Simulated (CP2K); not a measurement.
Ge under changes of volume

One of the cells (22.639 Å³/atom); the others are scaled copies at fixed shape and fractional positions:

```
CELL_PARAMETERS angstrom
4.00068 0.00000 0.00000
2.00034 3.46469 0.00000
2.00034 1.15490 3.26654
ATOMIC_POSITIONS crystal
Ge 0.75000 0.75000 0.75000
Ge 0.50000 0.50000 0.50000
```

* Program: CP2K 2026.2
* Functional: PBEsol
* Potentials or basis: POTENTIAL_UZH Ge GTH-PBE-q4; TZVP-MOLOPT-PBE-GTH basis
* Density cutoff: 6123 eV
* k mesh: 8 × 8 × 8
* Occupations: fermi-dirac, width 0.05 eV
* Spin: no spin polarisation

```tsv
volume (Å³/atom)	energy over the lowest point (meV/atom)	pressure (GPa)
21.281	61.31	8.9
21.733	?	?
22.186	22.68	5.0
22.639	11.01	3.4
23.092	3.56	1.9
23.545	0.00	0.6
23.997	0.02	-0.6
```

Q: What does the run at 21.733 Å³/atom give?

A: Energy over the lowest point 39.24 meV/atom; pressure 6.8 GPa.

Worked out: A Birch-Murnaghan fit of order 3 (a polynomial in V^(-2/3)) to the other rows has its minimum at 23.77 Å³/atom with B0 = V·E''(V) = 61 GPa and B' = 4.8. It gives 39.32 meV/atom at 21.733 Å³/atom, against the run's 39.24, and -dE/dV = 6.8 GPa, against 6.8.

Energies are extrapolated to zero smearing.

Caveats: the potentials were made for another functional, which shifts forces and pressure; the basis of atomic orbitals isn't converged, which shifts pressures, moduli and gaps.
